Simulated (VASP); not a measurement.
# CoO (Fm-3m) in VASP: band structure with PBE

Aim: the band structure of CoO with PBE.

Program: VASP 6.6.1. These are calculated values, not measurements. Logs are shortened: lines on timing, memory, paths and dates and some standing lists are left out, and cuts for length are marked.

## Step 1: The structure

The structure is cubic, space group Fm-3m (No. 225). Conventional cell: a = 4.243 Å, b = 4.243 Å, c = 4.243 Å, α = 90.00°, β = 90.00°, γ = 90.00°. Around Co (site symmetry m-3m) lie 6 O at 2.12 Å. O (site symmetry m-3m) is surrounded by 6 Co at 2.12 Å.

## Step 2: Band structure, PBE, collinear spin, ferromagnetic start

File POSCAR:

```
CoO                                     
1.0
    0.0000000000      2.1217111316      2.1217111316
    2.1217111316      0.0000000000      2.1217111316
    2.1217111316      2.1217111316      0.0000000000
  Co              O             
     1     1
Direct
     0.0000000000000000    0.0000000000000000    0.0000000000000000
     0.5000000000000000    0.5000000000000000    0.5000000000000000
```

File INCAR.step1:

```
PREC = Accurate
ENCUT = 520
EDIFF = 1E-7
ISMEAR = 0
SIGMA = 0.02
LREAL = F
LASPH = T
NELM = 100
ALGO = Fast
ISIF = 2
LWAVE = F
LCHARG = T
ISPIN = 2
MAGMOM = 3 0
LORBIT = 11
LMAXMIX = 4
GGA = PE
NBANDS = 18
```

File KPOINTS.step1:

```
Automatic mesh
0
Gamma
  12 12 12
```

File INCAR.step2:

```
PREC = Accurate
ENCUT = 520
EDIFF = 1E-7
ISMEAR = 0
SIGMA = 0.05
LREAL = F
LASPH = T
NELM = 100
ALGO = Fast
ISIF = 2
LWAVE = F
LCHARG = F
ISPIN = 2
MAGMOM = 3 0
LORBIT = 11
LMAXMIX = 4
GGA = PE
NBANDS = 18
ICHARG = 11
```

File KPOINTS.step2:

```
path GXWKGLUWLK,UX
10
line-mode
reciprocal
 0.0000000000  0.0000000000  0.0000000000  G
 0.5000000000  0.0000000000  0.5000000000  X

 0.5000000000  0.0000000000  0.5000000000  X
 0.5000000000  0.2500000000  0.7500000000  W

 0.5000000000  0.2500000000  0.7500000000  W
 0.3750000000  0.3750000000  0.7500000000  K

 0.3750000000  0.3750000000  0.7500000000  K
 0.0000000000  0.0000000000  0.0000000000  G

 0.0000000000  0.0000000000  0.0000000000  G
 0.5000000000  0.5000000000  0.5000000000  L

 0.5000000000  0.5000000000  0.5000000000  L
 0.6250000000  0.2500000000  0.6250000000  U

 0.6250000000  0.2500000000  0.6250000000  U
 0.5000000000  0.2500000000  0.7500000000  W

 0.5000000000  0.2500000000  0.7500000000  W
 0.5000000000  0.5000000000  0.5000000000  L

 0.5000000000  0.5000000000  0.5000000000  L
 0.3750000000  0.3750000000  0.7500000000  K

 0.6250000000  0.2500000000  0.6250000000  U
 0.5000000000  0.0000000000  0.5000000000  X
```

Potentials or basis: VASP PAW PBE potentials, release 64 (Co, O).

Launch:

```console
> cat potpaw_PBE.64/Co/POTCAR potpaw_PBE.64/O/POTCAR > POTCAR
> cp INCAR.step1 INCAR
> cp KPOINTS.step1 KPOINTS
> mpirun -np 1 vasp_std > vasp.out
> cp INCAR.step2 INCAR
> cp KPOINTS.step2 KPOINTS
> mpirun -np 1 vasp_std > vasp.out
```

OUTCAR:

```text
PREC = Accurate
   ENCUT = 520
   EDIFF = 1E-7
   ISMEAR = 0
   LREAL = F
   LASPH = T
   NELM = 100
   ISIF = 2
   ISPIN = 2
   LORBIT = 11
   GGA = PE
   ICHARG = 11

 ion  position               nearest neighbor table
   1  0.000  0.000  0.000-   2 2.12   2 2.12   2 2.12   2 2.12   2 2.12   2 2.12
   2  0.500  0.500  0.500-   1 2.12   1 2.12   1 2.12   1 2.12   1 2.12   1 2.12

  LATTYP: Found a face centered cubic cell.
 ALAT       =     4.2434222632

  Lattice vectors:

 A1 = (   0.0000000000,   2.1217111316,   2.1217111316)
 A2 = (   2.1217111316,   0.0000000000,   2.1217111316)
 A3 = (   2.1217111316,   2.1217111316,   0.0000000000)

Analysis of symmetry for initial positions (statically):
=====================================================================
 Subroutine PRICEL returns:
 Original cell was already a primitive cell.

 Routine SETGRP: Setting up the symmetry group for a
 face centered cubic supercell.

 Subroutine GETGRP returns: Found 48 space group operations
 (whereof 48 operations were pure point group operations)
 out of a pool of 48 trial point group operations.

The static configuration has the point symmetry O_h .

Analysis of symmetry for dynamics (positions and initial velocities):
=====================================================================
 Subroutine PRICEL returns:
 Original cell was already a primitive cell.

 Routine SETGRP: Setting up the symmetry group for a
 face centered cubic supercell.

 Subroutine GETGRP returns: Found 48 space group operations
 (whereof 48 operations were pure point group operations)
 out of a pool of 48 trial point group operations.

The dynamic configuration has the point symmetry O_h .

Analysis of structural, dynamic, and magnetic symmetry:
=====================================================================
 Subroutine PRICEL returns:
 Original cell was already a primitive cell.

 Routine SETGRP: Setting up the symmetry group for a
 face centered cubic supercell.

 Subroutine GETGRP returns: Found 48 space group operations
 (whereof 48 operations were pure point group operations)
 out of a pool of 48 trial point group operations.

The overall configuration has the point symmetry O_h .

 Subroutine INISYM returns: Found 48 space group operations
 (whereof 48 operations are pure point group operations),
 and found     1 'primitive' translations

----------------------------------------------------------------------------------------

                                     Primitive cell

  volume of cell :      19.1024

  direct lattice vectors                    reciprocal lattice vectors
     0.000000000  2.121711132  2.121711132    -0.235658847  0.235658847  0.235658847
     2.121711132  0.000000000  2.121711132     0.235658847 -0.235658847  0.235658847
     2.121711132  2.121711132  0.000000000     0.235658847  0.235658847 -0.235658847

  length of vectors
     3.000552658  3.000552658  3.000552658     0.408173097  0.408173097  0.408173097

  position of ions in fractional coordinates (direct lattice)
     0.000000000  0.000000000  0.000000000
     0.500000000  0.500000000  0.500000000

  ion indices of the primitive-cell ions
   primitive index   ion index
                 1           1
                 2           2

----------------------------------------------------------------------------------------

 KPOINTS: path GXWKGLUWLK,UX

Interpolating k-points between supplied coordinates.

 Line segments in fractional coordinates (reciprocal lattice):
    0.000000  0.000000  0.000000  ...  0.500000  0.000000  0.500000
    0.500000  0.000000  0.500000  ...  0.500000  0.250000  0.750000
    0.500000  0.250000  0.750000  ...  0.375000  0.375000  0.750000
    0.375000  0.375000  0.750000  ...  0.000000  0.000000  0.000000
    0.000000  0.000000  0.000000  ...  0.500000  0.500000  0.500000
    0.500000  0.500000  0.500000  ...  0.625000  0.250000  0.625000
    0.625000  0.250000  0.625000  ...  0.500000  0.250000  0.750000
    0.500000  0.250000  0.750000  ...  0.500000  0.500000  0.500000
    0.500000  0.500000  0.500000  ...  0.375000  0.375000  0.750000
    0.625000  0.250000  0.625000  ...  0.500000  0.000000  0.500000

 Generated    10 points on each line segment, for a total of    100 k-points:

 Following reciprocal coordinates:
            Coordinates               Weight
  0.000000  0.000000  0.000000      0.010000
  0.055556  0.000000  0.055556      0.010000
  0.111111  0.000000  0.111111      0.010000
  0.166667  0.000000  0.166667      0.010000
  0.222222  0.000000  0.222222      0.010000
  0.277778  0.000000  0.277778      0.010000
[... 16 lines left out ...]
  0.472222  0.277778  0.750000      0.010000
  0.458333  0.291667  0.750000      0.010000
 [... further k-points ...]
   k-points           NKPTS =    100   k-points in BZ     NKDIM =    100   number of bands    NBANDS=     18
   number of dos      NEDOS =    301   number of ions     NIONS =      2
   total plane-waves  NPLWV =  13824
   dimension x,y,z NGX =    24 NGY =   24 NGZ =   24
   dimension x,y,z NGXF=    48 NGYF=   48 NGZF=   48
   ions per type =               1   1
   NGX,Y,Z   is equivalent  to a cutoff of  13.30, 13.30, 13.30 a.u.
   NGXF,Y,Z  is equivalent  to a cutoff of  26.59, 26.59, 26.59 a.u.
 SYSTEM =  unknown system
   PREC   = accura    normal or accurate (medium, high low for compatibility)
   ISTART =      0    job   : 0-new  1-cont  2-samecut
   ICHARG =     11    charge: 1-file 2-atom 10-const
   ISPIN  =      2    spin polarized calculation?
   LNONCOLLINEAR =      F non collinear calculations
   LSORBIT =      F    spin-orbit coupling
   LASPH  =      T    aspherical Exc in radial PAW
   ENCUT  =  520.0 eV  38.22 Ry    6.18 a.u.   5.58  5.58  5.58*2*pi/ulx,y,z
   NELM   =    100;   NELMIN=  2; NELMDL=  0     # of ELM steps
   EDIFF  = 0.1E-06   stopping-criterion for ELM
   LREAL  =      F    real-space projection
   EDIFFG = 0.1E-05   stopping-criterion for IOM
   NSW    =      0    number of steps for IOM
   IBRION =     -1    ionic relax: 0-MD 1-quasi-New 2-CG
   NFREE  =      0    steps in history (QN), initial steepest desc. (CG)
   ISIF   =      2    stress and relaxation
   ISYM   =      2    0-nonsym 1-usesym 2-fastsym
   POTIM  = 0.5000    time-step for ionic-motion
   TEBEG  =    0.0;   TEEND  =   0.0 temperature during run
   PSTRESS=    0.0 pullay stress
   NELECT =      15.0000    total number of electrons
   NUPDOWN=      -1.0000    fix difference up-down
   EMIN   =  10.00;   EMAX   =-10.00  energy-range for DOS
   EFERMI =   0.00;   METHOD = LEGACY
   ISMEAR =     0;   SIGMA  =   0.05  broadening in eV -4-tet -1-fermi 0-gaus
   EFERMI_NEDOS =   21; number of points for ismear=-14 and -15
   IALGO  =     68    algorithm
   IMIX   =      4    mixing-type and parameters
     AMIX     =   0.40;   BMIX     =  1.00
     AMIX_MAG =   1.60;   BMIX_MAG =  1.00
  volume/ion in A,a.u.               =       9.55        64.45
  Fermi-wavevector in a.u.,A,eV,Ry     =   1.510343  2.854135 31.036750  2.281137
  Thomas-Fermi vector in A             =   2.620546
   LORBIT       =     11    0 simple, 1 ext, 2 COOP (PROOUT), +10 PAW based schemes
   GGA     = PE    functional components
   LHFCALC =     F    Hartree Fock is set to
   AEXX    =    0.0000 exact exchange contribution
   IVDW    =     0    specifies the selected vdW correction
   LEPSILON=     F    determine dielectric tensor
   LRPA    =     F    only Hartree local field effects (RPA)
 spin polarized calculation
 RMM-DIIS sequential band-by-band and
 Gauss-broadening in eV      SIGMA  =   0.05
  energy-cutoff  :      520.00
  volume of cell :       19.10
 maximum number of plane-waves:       532
 NGX is ok and might be reduce to    24

 number of electron      15.0000005 magnetization       2.9099934

 Free energy of the ion-electron system (eV)
  ---------------------------------------------------
  ext. energy  EPLUGINS =         0.00000000
  ---------------------------------------------------
  free energy    TOTEN  =       -13.03705949 eV

  energy without entropy =      -13.03140816  energy(sigma->0) =      -13.03423382

 E-fermi :   8.1318     XC(G=0): -12.4747

 val. band max:        8.1296921499   @ k =   0.0556   0.0000   0.0556
 cond. band min:       8.1341235283   @ k =   0.5000   0.1111   0.6111
 fundamental gap:      0.0044313784
 Fermi energy:         8.1318493746

 spin component 1

 k-point     1 :       0.0000    0.0000    0.0000
  band No.  band energies     occupation
      1     -12.2238      1.00000
      2       4.7916      1.00000
      3       4.7916      1.00000
      4       4.9075      1.00000
      5       4.9075      1.00000
      6       4.9075      1.00000
[... 10 lines left out ...]
     17      29.7348      0.00000
     18      33.1515      0.00000
[... 463 lines left out ...]
 k-point    24 :       0.4583    0.2917    0.7500
  band No.  band energies     occupation
      1     -10.8516      1.00000
      2       1.6605      1.00000
      3       1.8013      1.00000
      4       2.2450      1.00000
      5       5.4110      1.00000
      6       5.7921      1.00000
[... 10 lines left out ...]
     17      38.3877      0.00000
     18      38.9362      0.00000

 [... further k-points ...]

 spin component 2

 k-point     1 :       0.0000    0.0000    0.0000
  band No.  band energies     occupation
      1     -11.7170      1.00000
      2       5.4747      1.00000
      3       5.4747      1.00000
      4       5.4747      1.00000
      5       6.9459      1.00000
      6       6.9460      1.00000
[... 10 lines left out ...]
     17      30.6965      0.00000
     18      33.9697      0.00000
[... 463 lines left out ...]
 k-point    24 :       0.4583    0.2917    0.7500
  band No.  band energies     occupation
      1     -10.2686      1.00000
      2       2.1826      1.00000
      3       2.4919      1.00000
      4       3.2216      1.00000
      5       7.4104      1.00000
      6       7.8810      1.00000
[... 10 lines left out ...]
     17      39.1018      0.00000
     18      39.1151      0.00000

 [... further k-points ...]
[... 5 lines left out ...]
  --------------------------------------------------------------------------------------
  -------------------------------------------------------------------------------------
  Total       -2.3559381     -2.3559381     -2.3559381     -0.0000000      0.0000000     -0.0000000
  in kB     -197.5994326   -197.5994326   -197.5994326     -0.0000000      0.0000000     -0.0000000
  external PRESSURE =    -197.5994326 kB  Pullay stress =       0.0000000 kB

 VOLUME and BASIS-vectors are now :
 -----------------------------------------------------------------------------
  energy-cutoff  :      520.00
  volume of cell :       19.10
      direct lattice vectors                 reciprocal lattice vectors
     0.000000000  2.121711132  2.121711132    -0.235658847  0.235658847  0.235658847
     2.121711132  0.000000000  2.121711132     0.235658847 -0.235658847  0.235658847
     2.121711132  2.121711132  0.000000000     0.235658847  0.235658847 -0.235658847

 POSITION                                       TOTAL-FORCE (eV/Angst)
 -----------------------------------------------------------------------------------
      0.00000      0.00000      0.00000        -0.000000     -0.000000     -0.000000
      2.12171      2.12171      2.12171         0.000000      0.000000      0.000000
 -----------------------------------------------------------------------------------
    total drift:                                0.000000     -0.000000     -0.000000

  FREE ENERGIE OF THE ION-ELECTRON SYSTEM (eV)
  ---------------------------------------------------
  free  energy   TOTEN  =       -13.0370594904 eV

  energy  without entropy=      -13.0314081569  energy(sigma->0) =      -13.03423382

 total charge

# of ion       s       p       d       tot
------------------------------------------
    1        0.245   0.432   7.098   7.775
    2        1.550   3.447   0.000   4.998
--------------------------------------------------
tot          1.795   3.879   7.098  12.772

 magnetization (x)

# of ion       s       p       d       tot
------------------------------------------
    1        0.019   0.011   2.473   2.503
    2        0.028   0.180   0.000   0.208
--------------------------------------------------
tot          0.047   0.190   2.473   2.711
```

Run time: 70 s. Hardware: 1 thread of Intel Xeon Platinum 8488C (Sapphire Rapids), shared host; peak memory 0.18 GiB.

What came out:

```
Band gap along the path : none (metal or under the smearing width)
Net moment              : 2.91 μB per cell
```

Levels at the corners of the path, in eV from the Fermi level:
Spin up:
| point | band 7 | band 8 | band 9 | band 10 | band 11 | band 12 |
| --- | --- | --- | --- | --- | --- | --- |
| Γ | -3.09 | -3.09 | -3.09 | 1.07 | 16.90 | 18.23 |
| X | -2.40 | -2.07 | -2.07 | 5.95 | 9.90 | 11.74 |
| X | -2.40 | -2.07 | -2.07 | 5.95 | 9.90 | 11.74 |
| W | -2.29 | -2.07 | -1.33 | 8.20 | 10.08 | 10.08 |
| W | -2.29 | -2.07 | -1.33 | 8.20 | 10.08 | 10.08 |
| K | -2.03 | -1.93 | -1.28 | 7.53 | 9.77 | 9.88 |
| K | -2.03 | -1.93 | -1.28 | 7.53 | 9.77 | 9.88 |
| Γ | -3.09 | -3.09 | -3.09 | 1.07 | 16.90 | 18.23 |
| Γ | -3.09 | -3.09 | -3.09 | 1.07 | 16.90 | 18.23 |
| L | -1.79 | 0.13 | 0.13 | 5.10 | 9.46 | 13.53 |
| L | -1.79 | 0.13 | 0.13 | 5.10 | 9.46 | 13.53 |
| U | -2.03 | -1.93 | -1.28 | 7.53 | 9.77 | 9.88 |
| U | -2.03 | -1.93 | -1.28 | 7.53 | 9.77 | 9.88 |
| W | -2.29 | -2.07 | -1.33 | 8.20 | 10.08 | 10.08 |
| W | -2.29 | -2.07 | -1.33 | 8.20 | 10.08 | 10.08 |
| L | -1.79 | 0.13 | 0.13 | 5.10 | 9.46 | 13.53 |
| L | -1.79 | 0.13 | 0.13 | 5.10 | 9.46 | 13.53 |
| K | -2.03 | -1.93 | -1.28 | 7.53 | 9.77 | 9.88 |
| U | -2.03 | -1.93 | -1.28 | 7.53 | 9.77 | 9.88 |
| X | -2.40 | -2.07 | -2.07 | 5.95 | 9.90 | 11.74 |
Spin down:
```csv
point,band 4,band 5,band 6,band 7,band 8,band 9
Γ,-2.59,-1.12,-1.12,-1.12,0.05,0.05
X,-3.86,-2.26,0.13,0.13,0.53,1.01
X,-3.86,-2.26,0.13,0.13,0.53,1.01
W,-5.06,-0.39,-0.39,0.13,0.90,1.64
W,-5.06,-0.39,-0.39,0.13,0.90,1.64
K,-4.33,-1.03,-0.03,0.15,1.15,1.62
K,-4.33,-1.03,-0.03,0.15,1.15,1.62
Γ,-2.59,-1.12,-1.12,-1.12,0.05,0.05
Γ,-2.59,-1.12,-1.12,-1.12,0.05,0.05
L,-4.69,-0.13,-0.13,0.18,2.74,2.74
L,-4.69,-0.13,-0.13,0.18,2.74,2.74
U,-4.33,-1.03,-0.03,0.15,1.15,1.62
U,-4.33,-1.03,-0.03,0.15,1.15,1.62
W,-5.06,-0.39,-0.39,0.13,0.90,1.64
W,-5.06,-0.39,-0.39,0.13,0.90,1.64
L,-4.69,-0.13,-0.13,0.18,2.74,2.74
L,-4.69,-0.13,-0.13,0.18,2.74,2.74
K,-4.33,-1.03,-0.03,0.15,1.15,1.62
U,-4.33,-1.03,-0.03,0.15,1.15,1.62
X,-3.86,-2.26,0.13,0.13,0.53,1.01
```

Caveat: the log is that of the step along the path at fixed density, whose energy, stress, charges and moments have no meaning; a cell with one magnetic atom can't hold antiferromagnetic order, which such compounds often take; semilocal functionals often make such compounds metallic where correlation or magnetic order opens a gap, which also shifts bond lengths.
